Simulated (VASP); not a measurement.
A VASP 6.6.1 single-point calculation on CdTe

INCAR

```
LREAL = .FALSE.
BMIX = 0.0001
ENCUT = 520
PREC = Accurate
SIGMA = 0.02
LWAVE = .FALSE.
NELM = 59
LASPH = .TRUE.
EDIFF = 1E-7
NSW = 0
ISIF = 2
AMIX = 2
GGA = PE
ISMEAR = -1
IBRION = -1
NBANDS = 16
IMIX = 1
LCHARG = .FALSE.
```

KPOINTS

```
KPOINTS created by Atomic Simulation Environment
0
Gamma
6 6 6
0 0 0
```

POSCAR

```
Cd Te
 1.0000000000000000
     0.0000000000000000    3.2799551162000000    3.4111533208000000
     3.2799551162000000    0.0000000000000000    3.4111533208000000
     3.2799551162000000    3.2799551162000000    0.0000000000000000
 Cd  Te
   1   1
Cartesian
  0.0000000000000000  0.0000000000000000  0.0000000000000000
  1.6399775581000000  1.6399775581000000  1.7055766604000004
```

The recommended PBE PAW datasets give the neutral cell 18 valence electrons.

Command

```
mpirun -np 1 vasp_std
```

OSZICAR

```
N       E                     dE             d eps       ncg     rms          rms(c)
DAV:   1     0.981942496420E+02    0.98194E+02   -0.82334E+03   968   0.966E+02
DAV:   2    -0.143457563210E+01   -0.99629E+02   -0.95477E+02  1176   0.232E+02
DAV:   3    -0.500541739550E+01   -0.35708E+01   -0.35666E+01  1128   0.452E+01
DAV:   4    -0.504127305402E+01   -0.35856E-01   -0.35854E-01  1504   0.399E+00
DAV:   5    -0.504137064934E+01   -0.97595E-04   -0.97595E-04  1200   0.189E-01    0.480E+00
DAV:   6    -0.834899863177E+01   -0.33076E+01   -0.15533E+01  1048   0.438E+01    0.103E+01
DAV:   7    -0.941409050568E+02   -0.85792E+02   -0.35013E+02  1512   0.151E+02    0.709E+01
DAV:   8    -0.404911735132E+04   -0.39550E+04   -0.29450E+04  1800   0.126E+03    0.485E+03
DAV:   9    -0.145020782798E+05   -0.10453E+05   -0.96675E+04  1592   0.197E+03    0.972E+03
DAV:  10    -0.312086898337E+05   -0.16707E+05   -0.15687E+05  1920   0.138E+03    0.139E+04
```

Standard output (part)

```
POSCAR found type information on POSCAR CdTe
 POSCAR found :  2 types and       2 ions
 LDA part: xc-table for (Slater+PW92), standard interpolation
 POSCAR, INCAR and KPOINTS ok, starting setup
 WAVECAR not read
 entering main loop
|     EEEEEEE  RRRRRR   RRRRRR   OOOOOOO  RRRRRR      ###     ###     ###     |
|     E        R     R  R     R  O     O  R     R     ###     ###     ###     |
|     E        R     R  R     R  O     O  R     R     ###     ###     ###     |
|     EEEEE    RRRRRR   RRRRRR   O     O  RRRRRR       #       #       #      |
|     E        R    R   R    R   O     O  R    R      ###     ###     ###     |
|     EEEEEEE  R     R  R     R  OOOOOOO  R     R     ###     ###     ###     |
|     ERROR FEXCP: supplied Exchange-correletion table                        |
|      is too small, maximal index : 3996                                     |
|       ---->  I REFUSE TO CONTINUE WITH THIS SICK JOB ... BYE!!! <----       |
```

VASP stopped with an error.

Problem. What is wrong with this input?

Solution. Mixing far too strong. VASP stopped with an error.
